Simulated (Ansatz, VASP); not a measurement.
## One calculation of Pd, two programs

```xyz
1
Lattice="-1.3597 1.3597 1.3597 1.3597 -1.3597 1.3597 1.3597 1.3597 -1.3597" Properties=species:S:1:pos:R:3 pbc="T T T"
Pd    0.0000    0.0000    0.0000
```

Change from the starting cell: volume scaled by 0.65, PAW files.

Alike in both runs: task single point; functional PBE; k mesh 19 × 19 × 19; occupations fermi-dirac, width 0.08 eV; no spin polarisation.

|  | VASP | Ansatz |
| --- | --- | --- |
| version | VASP 6.6.1 | Ansatz 0.2.0 |
| potentials or method | VASP PAW PBE potentials, release 64 (Pd) | PAW with Ansatz's default frozen-core files, scalar-relativistic |
| plane-wave cutoff (eV) | 520 | 420 |
| valence electrons in the cell | 10 | 18 |

```csv
,VASP,Ansatz,Ansatz less VASP
pressure (GPa),219.9,220.2,+0.26
```

The functional is the same, so the differences come from potentials, cutoffs and numerics. The two sets of potentials don't hold the same shells in valence.

Caveats: the cell as given lies far from equilibrium; so large a pressure means that the cell lies far from this level's equilibrium, or that cutoff or potentials fall short (VASP).
